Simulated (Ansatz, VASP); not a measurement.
# Cross-check of Si2HF (H-SiSi-F chair bilayer, like faces together) between VASP and Ansatz, part 2 of 2

Aim: how closely do two programs agree when they are given the same cell, functional and k mesh? The structure shown is the start of the Ansatz relaxation below; VASP solves that cell, so the two are compared at the walk's first step.

VASP 6.6.1 and Ansatz 0.2.0.

So far: The starting structure; Ansatz: relaxation, PBE with D3(BJ).

### 3. VASP: single point, PBE with D3(BJ), start cell

Level of this step: PBE with D3(BJ); plane waves and PAW (F, Si, H) (VASP).

The same cell, functional, mesh and smearing now go to VASP, with its own data sets.

Lines of VASP's logs that name or quote its potential files are left out, and so is its time.

INCAR

```
SYSTEM = Si2HF
PREC = Accurate
ENCUT = 520
EDIFF = 1E-06
NELM = 120
ISMEAR = -1
SIGMA = 0.05
LREAL = .FALSE.
ALGO = Normal
GGA = PE
IVDW = 12
NBANDS = 24
LORBIT = 11
LWAVE = .FALSE.
LCHARG = .FALSE.
ISIF = 2
LDIPOL = .TRUE.
IDIPOL = 3
DIPOL = 0.5 0.5 0.5
LVHAR = .TRUE.
LASPH = .TRUE.
GGA_COMPAT = .FALSE.
EFERMI = MIDGAP
NELMDL = -8
KPAR = 2
```

POSCAR

```
Si2HF
1.0
    3.6630000000      0.0000000000      0.0000000000
   -1.8315000000      3.1722510000      0.0000000000
    0.0000000000      0.0000000000     50.9800000000
F Si H
2 4 2
Direct
    0.6666666667      0.3333333333      0.4021184778
    0.0000000000      0.0000000000      0.5978815222
    0.6666666667      0.3333333333      0.4350725775
    0.3333333333      0.6666666667      0.4495880738
    0.0000000000      0.0000000000      0.5649274225
    0.6666666667      0.3333333333      0.5504119262
    0.3333333333      0.6666666667      0.4774421342
    0.6666666667      0.3333333333      0.5225578658
```

KPOINTS

```
Automatic mesh
0
Gamma
12 12 1
0 0 0
```

The projector-augmented-wave data sets are F, Si and H (PBE family, release 64).

Started as:

```sh
$ mpirun -np 2 vasp_std
```

Numbers of over 12 decimals in the logs are rounded to 6 here.

Log:

```text
[banner, memory and clock lines left out]
running    2 mpi-ranks, on    1 nodes
 distrk:  each k-point on    1 cores,    2 groups
 distr:  one band on    1 cores,    1 groups

 POSCAR found type information on POSCAR F SiH
 POSCAR found :  3 types and       8 ions
 LDA part: xc-table for (Slater+PW92), standard interpolation
|                                                                             |
|           W    W    AA    RRRRR   N    N  II  N    N   GGGG   !!!           |
|           W    W   A  A   R    R  NN   N  II  NN   N  G    G  !!!           |
|           W    W  A    A  R    R  N N  N  II  N N  N  G       !!!           |
|           W WW W  AAAAAA  RRRRR   N  N N  II  N  N N  G  GGG   !            |
|           WW  WW  A    A  R   R   N   NN  II  N   NN  G    G                |
|           W    W  A    A  R    R  N    N  II  N    N   GGGG   !!!           |
|                                                                             |
|     One of the lattice vectors is very long (>50 A), but AMIN is rather     |
|     large. This can spoil convergence since charge sloshing might occur     |
|     along the long lattice vector. If problems with convergence are         |
|     observed, try to decrease AMIN to a smaller value (e.g. 0.01).          |
|     Note: This warning only applies if the self-consistency cycle is        |
|     used.                                                                   |
|                                                                             |

 POSCAR, INCAR and KPOINTS ok, starting setup
 FFT: planning ... GRIDC
 FFT: planning ... GRID_SOFT
 FFT: planning ... GRID
 WAVECAR not read
 entering main loop
       N       E                     dE             d eps       ncg     rms          rms(c)
DAV:   1     0.261659642857E+03    0.26166E+03   -0.10314E+04  1032   0.915E+02
DAV:   2     0.719930202006E+01   -0.25446E+03   -0.24097E+03  1472   0.197E+02
DAV:   3    -0.388870291866E+02   -0.46086E+02   -0.45558E+02  1160   0.989E+01
DAV:   4    -0.402128897826E+02   -0.13259E+01   -0.13223E+01  1136   0.194E+01
DAV:   5    -0.402378689909E+02   -0.24979E-01   -0.24957E-01  1256   0.267E+00
DAV:   6    -0.402387663858E+02   -0.89739E-03   -0.89730E-03  1200   0.466E-01
DAV:   7    -0.402387946188E+02   -0.28233E-04   -0.28232E-04  1280   0.758E-02
DAV:   8    -0.402387959071E+02   -0.12884E-05   -0.12879E-05  1088   0.145E-02    0.123E+01
DAV:   9    -0.383373624375E+02    0.19014E+01   -0.52134E+00  1080   0.176E+01    0.725E+00
DAV:  10    -0.380388047970E+02    0.29856E+00   -0.54066E-01  1056   0.501E+00    0.293E+00
DAV:  11    -0.379661348917E+02    0.72670E-01   -0.20219E-01  1088   0.272E+00    0.619E-01
DAV:  12    -0.379647066358E+02    0.14283E-02   -0.16230E-02  1272   0.127E+00    0.253E-01
DAV:  13    -0.379681488898E+02   -0.34423E-02   -0.64967E-03  1096   0.545E-01    0.143E-01
DAV:  14    -0.379695768823E+02   -0.14280E-02   -0.15326E-03  1016   0.260E-01    0.606E-02
DAV:  15    -0.379700413896E+02   -0.46451E-03   -0.16295E-04  1104   0.859E-02    0.287E-02
DAV:  16    -0.379704825845E+02   -0.44119E-03   -0.20875E-04  1008   0.978E-02    0.101E-02
DAV:  17    -0.379706234282E+02   -0.14084E-03   -0.32519E-05  1208   0.381E-02    0.602E-03
DAV:  18    -0.379708390049E+02   -0.21558E-03   -0.23916E-05  1032   0.276E-02    0.318E-03
DAV:  19    -0.379709158173E+02   -0.76812E-04   -0.51201E-06  1136   0.124E-02    0.160E-03
DAV:  20    -0.379709880529E+02   -0.72236E-04   -0.54584E-06  1080   0.110E-02    0.117E-03
DAV:  21    -0.379710064936E+02   -0.18441E-04   -0.73817E-07   856   0.435E-03    0.601E-04
DAV:  22    -0.379710148439E+02   -0.83503E-05   -0.29820E-07   744   0.242E-03    0.287E-04
DAV:  23    -0.379710198865E+02   -0.50426E-05   -0.82917E-08   704   0.127E-03    0.271E-04
DAV:  24    -0.379710206824E+02   -0.79600E-06   -0.90914E-09   608   0.492E-04
   1 F= -.38903418E+02 E0= -.38903418E+02  d E =-.204614E-07
```

OUTCAR, selected parts (step 3):

```text
ion  position               nearest neighbor table
   1  0.667  0.333  0.402-   3 1.68
   2  0.000  0.000  0.598-   5 1.68
   3  0.667  0.333  0.435-   1 1.68   4 2.24   4 2.24   4 2.24
   4  0.333  0.667  0.450-   7 1.42   3 2.24   3 2.24   3 2.24
   5  0.000  0.000  0.565-   2 1.68   6 2.24   6 2.24   6 2.24
   6  0.667  0.333  0.550-   8 1.42   5 2.24   5 2.24   5 2.24
   7  0.333  0.667  0.477-   4 1.42
   8  0.667  0.333  0.523-   6 1.42

  LATTYP: Found a hexagonal cell.
 ALAT       =     3.6630000000
 C/A-ratio  =    13.9175539176

 Subroutine GETGRP returns: Found  6 space group operations
 (whereof  6 operations were pure point group operations)

The static configuration has the point symmetry C_3v.

 Found     19 irreducible k-points:

   k-points           NKPTS =     19   k-points in BZ     NKDIM =     19   number of bands    NBANDS=     24

   dimension x,y,z NGX =    28 NGY =   28 NGZ =  384
   dimension x,y,z NGXF=    56 NGYF=   56 NGZF=  768

   ENCUT  =  520.0 eV  38.22 Ry    6.18 a.u.   6.81  6.81 94.79*2*pi/ulx,y,z

   NELECT =      32.0000    total number of electrons

 k-points in reciprocal lattice and weights: Automatic mesh
   0.00000000  0.00000000  0.00000000       0.007
   0.08333333  0.00000000  0.00000000       0.042
   0.16666667  0.00000000  0.00000000       0.042
   0.25000000  0.00000000  0.00000000       0.042
   0.33333333 -0.00000000  0.00000000       0.042
   0.41666667 -0.00000000  0.00000000       0.042
   0.50000000  0.00000000  0.00000000       0.021
   0.08333333  0.08333333  0.00000000       0.042
   0.16666667  0.08333333  0.00000000       0.083
[...]
0.33333333  0.25000000  0.00000000       0.083
   0.33333333  0.33333333  0.00000000       0.014

 dipolmoment           0.000000      0.000000     -0.000059 electrons x Angstroem

 average (electrostatic) potential at core
       1 -84.7770       2 -84.7779       3 -94.2716       4 -93.4960       5 -94.2723
       6 -93.4968       7 -42.3103       8 -42.3115

 E-fermi :  -4.2996

 k-point     1 :       0.0000    0.0000    0.0000
  band No.  band energies     occupation
    ...
     12      -9.3839      2.00000
     13      -5.0692      2.00000
     14      -5.0692      2.00000
     15      -5.0666      2.00000
     16      -5.0666      2.00000
     17      -3.6001      0.00000
     18      -3.4560      0.00000
     19      -1.1413      0.00000
     20      -1.1413      0.00000
     21      -1.1351      0.00000
    ...

 k-point     2 :       0.0833    0.0000    0.0000
  band No.  band energies     occupation
    ...
     12      -9.3123      2.00000
     13      -5.7152      2.00000
     14      -5.7123      2.00000
     15      -5.2467      2.00000
     16      -5.2429      2.00000
     17      -3.3355      0.00000
     18      -3.1510      0.00000
     19      -1.3066      0.00000
     20      -1.2104      0.00000
     21      -0.7918      0.00000
    ...

 k-point     3 :       0.1667    0.0000    0.0000
  band No.  band energies     occupation
    ...
     12      -9.2797      2.00000
     13      -6.8556      2.00000
     14      -6.8272      2.00000
     15      -5.6340      2.00000
     16      -5.6288      2.00000
     17      -3.0420      0.00000
     18      -2.9248      0.00000
     19      -1.6301      0.00000
     20      -1.3595      0.00000
     21       0.0587      0.00000
    ...

 Edisp (eV)   -0.93240

  Total       8.85952     8.85952     0.45024     0.00000    -0.00000     0.00000
  in kB      23.96163    23.96163     1.21772     0.00000    -0.00000     0.00000
  external pressure =       16.38 kB  Pullay stress =        0.00 kB

  energy-cutoff  :      520.00
  volume of cell :      592.39
      direct lattice vectors                 reciprocal lattice vectors
     3.663000000  0.000000000  0.000000000     0.273000273  0.157616784  0.000000000
    -1.831500000  3.172251000  0.000000000     0.000000000  0.315233568  0.000000000
     0.000000000  0.000000000 50.980000000     0.000000000  0.000000000  0.019615536

 POSITION                                       TOTAL-FORCE (eV/Angst)
 -----------------------------------------------------------------------------------
      1.83150      1.05742     20.50000         0.000000     -0.000000      1.422813
      0.00000      0.00000     30.48000        -0.000000     -0.000000     -1.422277
      1.83150      1.05742     22.18000        -0.000000      0.000000     -2.182574
     -0.00000      2.11483     22.92000         0.000000     -0.000000     -0.782284
      0.00000      0.00000     28.80000        -0.000000     -0.000000      2.182399
      1.83150      1.05742     28.06000        -0.000000     -0.000000      0.782201
     -0.00000      2.11483     24.34000        -0.000000     -0.000000      1.604386
      1.83150      1.05742     26.64000         0.000000     -0.000000     -1.604664
 -----------------------------------------------------------------------------------
    total drift:                               -0.000001      0.000001      0.000801

  FREE ENERGIE OF THE ION-ELECTRON SYSTEM (eV)
  ---------------------------------------------------
  free  energy   TOTEN  =       -38.9034179404 eV

  energy  without entropy=      -38.9034179199  energy(sigma->0) =      -38.90341793

 vacuum level on the upper side and lower side of the slab         2.144         2.145

 total charge
# of ion       s       p       d       tot
------------------------------------------
    1        1.746   4.340   0.000   6.086
    2        1.746   4.340   0.000   6.086
    3        0.737   0.968   0.000   1.705
    4        0.758   1.103   0.000   1.860
    5        0.737   0.968   0.000   1.705
    6        0.758   1.103   0.000   1.860
    7        0.591   0.017   0.000   0.608
    8        0.591   0.017   0.000   0.608
--------------------------------------------------
tot          7.661  12.855   0.000  20.516

[... 3 further parts left out ...]
```

### 4. Side by side

Known differences besides the potentials themselves: Ansatz cuts the interaction across the vacuum, VASP repeats the sheet with a dipole correction; the cutoff is 420 eV in Ansatz and 520 eV in VASP. Total energies have different zeros and are not compared.

Forces (eV/Å; atoms numbered as in POSCAR):

```csv
atom,"Ansatz x, y, z","VASP x, y, z"
F1,"0.000, 0.000, 1.578","0.000, 0.000, 1.423"
F2,"0.000, 0.000, -1.578","0.000, 0.000, -1.422"
Si3,"0.000, 0.000, -2.342","0.000, 0.000, -2.183"
Si4,"0.000, 0.000, -0.791","0.000, 0.000, -0.782"
Si5,"0.000, 0.000, 2.342","0.000, 0.000, 2.182"
Si6,"0.000, 0.000, 0.791","0.000, 0.000, 0.782"
H7,"0.000, 0.000, 1.618","0.000, 0.000, 1.604"
H8,"0.000, 0.000, -1.618","0.000, 0.000, -1.605"
```

The forces differ by 64 meV/Å r.m.s., which is 7.1 % of the r.m.s. force of 0.912 eV/Å (both taken over all components). With vacuum in the cell, a pressure given here is an average over mostly empty space and none of the material.

### 5. Summary of results

```yaml
r_m_s_force_difference_single_point_pbe_with_d3_bj_start_cell: 7.1 % of the r.m.s. force
```

**Reading.** The r.m.s. force difference is 7.1 % of the r.m.s. force (single point, PBE with D3(BJ), start cell), beyond the 3 % picked in this series as the mark of a large difference. What causes the difference of the single point, PBE with D3(BJ), start cell pair stays open here. 1 further run of this series is not shown here. Such differences can come from data sets, numerical settings and the points named under the comparisons, not from the functional's error against experiment.

[Lines on the potential files, build, host, timing and source positions are cut from VASP's logs without a mark.]

[Logs are printed without paths, hosts, clocks, repeated set-up lines and the standing remarks that a program may print on its own settings, such as how far it seeks lower states.]

[Hosts, paths, dates, database ids (printed as entryN), source tags and the programs' standing remarks are cut or masked in the printed files.]
